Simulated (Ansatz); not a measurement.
A (100) slab of ZrN (Fm-3m (No. 225)), 5 planes, outer planes ZrN (top) and ZrN (bottom), with 10 atoms (Zr5N5) in a surface cell of A = 10.555 Å², as cut from the bulk:

```
CELL_PARAMETERS angstrom
3.24891 0.00000 0.00000
0.00000 3.24891 0.00000
0.00000 0.00000 24.18930
ATOMIC_POSITIONS crystal
Zr 0.50000 0.50000 0.31005
N 0.00000 0.00000 0.31005
Zr 0.00000 0.00000 0.40503
N 0.50000 0.50000 0.40503
Zr 0.50000 0.50000 0.50000
N 0.00000 0.00000 0.50000
Zr 0.00000 0.00000 0.59497
N 0.50000 0.50000 0.59497
Zr 0.50000 0.50000 0.68995
N 0.00000 0.00000 0.68995
```

Theory: DFT PBE, scalar-relativistic, plane waves, PAW (Ansatz 0.2.0). Plane waves to 420 eV, a k mesh through Γ of 11×11×1 on the computed 10-atom cell and Gaussian smearing (0.10 eV); no spin polarisation.

Against the same 10 atoms in the bulk, the slab as cut lies 2.139 eV higher and the relaxed slab 1.826 eV higher.

**Question.** Work out the surface energy before and after relaxation.

**Answer.** The slab has two faces, so γ = (E_slab − N·E_bulk)/(2A), the mean of both. As cut: 2.139/(2 × 10.555) = 0.1013 eV/Å², and 1 eV/Å² = 16.02 J/m², so γ = 1.62 J/m². Relaxed: 1.826/(2 × 10.555) = 0.0865 eV/Å² = 1.39 J/m². Relaxation recovers 15 % of the cost of cutting.

**Question.** What is the ideal work of this cut, per area?

**Answer.** Griffith's ideal work is 2γ: 3.25 J/m² if the new faces stay rigid, 2.77 J/m² if they relax. One thickness was run, 5 planes, so γ can still shift with it.

Spin polarisation was left out, and a magnetic state may lie lower.